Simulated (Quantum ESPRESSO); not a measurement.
KF (Carobbiite):

```
K F
1.0
     0.00000    2.67185    2.67185
     2.67185    0.00000    2.67185
     2.67185    2.67185    0.00000
K F
1 1
Direct
  0.00000 0.00000 0.00000
  0.50000 0.50000 0.50000
```

Base run:

- Program: Quantum ESPRESSO 7.5
- Functional: LDA
- Potentials or basis: GBRV 1.5 LDA
- Cutoff: 612 eV
- Density cutoff: 4898 eV
- k mesh: 9 × 9 × 9
- Occupations: fermi-dirac, width 0.05 eV
- Spin: no spin polarisation

Its results: band gap on the k mesh 5.79 eV, direct; pressure -3.8 GPa.

Task: The run is repeated on the same cell with these changes: functional from LDA to PBE; potentials or basis from GBRV 1.5 LDA to SSSP 1.3 efficiency PBE; cutoff from 612 eV to 816 eV; density cutoff from 4898 eV to 6531 eV. What comes out?

Result: Band gap on the k mesh 6.18 eV, direct; pressure 1.3 GPa.
